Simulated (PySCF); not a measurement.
Species: phenolate, C6H5O (charge -1).
SMILES with atom numbers: `[O-:1][c:2]1[cH:3][cH:4][cH:5][cH:6][cH:7]1` (hydrogens: H8 on C3; H9 on C4; H10 on C5; H11 on C6; H12 on C7)

The geometry is computed with GFN2-xTB (gas phase).

(1) List the bond lengths and angles at this level.

Results:

(1) 
| bond | length (Å) |
| --- | --- |
| O1–C2 | 1.261 |
| C2–C3, C2–C7 | 1.432 |
| C3–C4, C6–C7 | 1.372 |
| C4–C5, C5–C6 | 1.390 |
| C3–H8, C7–H12 | 1.086 |
| C4–H9, C6–H11 | 1.090 |
| C5–H10 | 1.085 |

Bonds in one row agree within 0.01 Å and their mean is given. A selection of angles:
| angle | degrees |
| --- | --- |
| O1–C2–C3 | 122.9 |
| C3–C2–C7 | 114.2 |
| C2–C3–C4 | 122.5 |
| C2–C3–H8 | 117.6 |
| C4–C3–H8 | 119.9 |
| C3–C4–C5 | 121.3 |
| C3–C4–H9 | 119.6 |
| C5–C4–H9 | 119.1 |
| C4–C5–C6 | 118.2 |
| C4–C5–H10 | 120.9 |

The 7 heavy atoms lie in one plane (0.000 Å rms). C3 (aromatic CH carbon) is planar (angles 122.5°, 119.9° and 117.6°, sum 360.0°, 0.00 Å off the plane of its three neighbours). C4 (aromatic CH carbon) is planar (angles 121.3°, 119.6° and 119.1°, sum 360.0°, 0.00 Å off the plane of its three neighbours). C2 (aromatic carbon bearing oxygen) is planar (angles 122.9°, 122.9° and 114.2°, sum 360.0°, 0.00 Å off the plane of its three neighbours). The 6-membered ring C2–C3–C4–C5–C6–C7 has internal angles of 114.2° to 122.5° (sum 720°, against 720° for a flat polygon); it is planar, 0.00 Å rms from its mean plane, widest ring torsion 0°. The 6 C–C bonds span 1.372 Å (C3–C4, aromatic) to 1.432 Å (C2–C7, aromatic), a spread of 0.060 Å. C5 (aromatic CH carbon) is planar (angles 120.9°, 120.9° and 118.2°, sum 360.0°, 0.00 Å off the plane of its three neighbours).

Point group: C2v (tolerance 0.08 Å). No frequency check.
